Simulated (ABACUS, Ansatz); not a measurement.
# Cost and result for the equilibrium volume of Ir

Symmetry: Fm-3m, No. 225, cubic system. The conventional cell has a = 3.831 Å, b = 3.831 Å, c = 3.831 Å, α = 90.00°, β = 90.00°, γ = 90.00°. Ir (site symmetry m-3m) has 12 Ir at 2.71 Å as nearest neighbours.

| rung | level | program and potentials | cutoff (eV) | k mesh | smearing | task | core time | chip | equilibrium volume (Å³/atom) | notes |
| --- | --- | --- | --- | --- | --- | --- | --- | --- | --- | --- |
| GGA + dispersion | BLYP+D3(BJ) | Ansatz, Ansatz PAW | 420 | 12 × 12 × 12 | fermi-dirac 0.05 | relaxation of cell and atoms | 4.7 s | Arm Neoverse V1 | 14.36 | potentials made for PBE, which Ansatz adapts in part |
| GGA | BLYP | Ansatz, Ansatz PAW | 420 | 12 × 12 × 12 | fermi-dirac 0.05 | relaxation of cell and atoms | 5 s | Arm Neoverse V1 | 15.22 | potentials made for PBE, which Ansatz adapts in part |
| GGA + dispersion | PBEsol+D4 | Ansatz, Ansatz PAW | 420 | 12 × 12 × 12 | fermi-dirac 0.05 | relaxation of cell and atoms | 5.5 s | Arm Neoverse V1 | 13.84 | potentials made for PBE, which Ansatz adapts in part |
| hybrid | HSE03 | Ansatz, Ansatz PAW | 420 | 6 × 6 × 6 | fermi-dirac 0.05 | relaxation of cell and atoms | 25 s | Arm Neoverse V2 | 14.04 | coarse mesh; potentials made for PBE, which Ansatz adapts in part |
| hybrid | HSEsol | Ansatz, Ansatz PAW | 420 | 6 × 6 × 6 | fermi-dirac 0.05 | relaxation of cell and atoms | 30 s | Arm Neoverse V2 | 13.76 | coarse mesh; potentials made for PBE, which Ansatz adapts in part |
| hybrid | HSE06 | Ansatz, Ansatz PAW | 420 | 6 × 6 × 6 | fermi-dirac 0.05 | relaxation of cell and atoms | 31 s | Arm Neoverse V1 | 14.00 | coarse mesh; potentials made for PBE, which Ansatz adapts in part |
| hybrid | B3LYP | Ansatz, Ansatz PAW | 420 | 6 × 6 × 6 | fermi-dirac 0.05 | relaxation of cell and atoms | 38 s | Arm Neoverse V2 | 14.70 | coarse mesh; potentials made for PBE, which Ansatz adapts in part |
| Hartree-Fock | HF | Ansatz, Ansatz PAW | 420 | 6 × 6 × 6 | fermi-dirac 0.05 | relaxation of cell and atoms | 48 s | Arm Neoverse V1 | 13.99 | coarse mesh; potentials made for PBE, which Ansatz adapts in part |
| hybrid | HSE06 | Ansatz, Ansatz PAW | 420 | 8 × 8 × 8 | fermi-dirac 0.05 | equation of state | 2.2 min | AMD EPYC 7R13 Zen 3 | 14.03 | potentials made for PBE, which Ansatz adapts in part |
| hybrid | PBE0 | Ansatz, Ansatz PAW | 420 | 8 × 8 × 8 | fermi-dirac 0.05 | equation of state | 2.3 min | AMD EPYC 7R13 Zen 3 | 14.06 | potentials made for PBE, which Ansatz adapts in part |
| hybrid | r2SCANh | Ansatz, Ansatz PAW | 500 | 6 × 6 × 6 | fermi-dirac 0.05 | equation of state | 3.5 min | Arm Neoverse V1 | 14.07 | coarse mesh; potentials made for PBE, which Ansatz adapts in part |
| GGA | PBE | ABACUS, PseudoDojo NC SR 0.4.1 PBE standard, plane waves | 925 | 12 × 12 × 12 | fermi-dirac 0.05 | equation of state | 3.8 min | AMD EPYC 7571 | 14.46 | - |

Times are single runs on shared hosts and different chips, so they are rough; meshes, cutoffs and the tasks' sizes weigh on the time. All rows: no spin polarisation. Smearing widths are in eV. For a metal such meshes aren't converged. Meshes differ between rows, which moves values too. Meshes are those of the run's cell of 1 atom unless a note names another. Relaxations start from the cell shown or near it and stop with a little pressure left. Runs on faulty files, with rough fits or with known faults for this quantity aren't shown. No row holds spin-orbit coupling.

By rung: GGA + dispersion 13.84 to 14.36; GGA 14.46 to 15.22; hybrid 14.03 to 14.06; hybrid on coarse meshes 13.76 to 14.70; Hartree-Fock on coarse meshes 13.99 (Å³/atom).
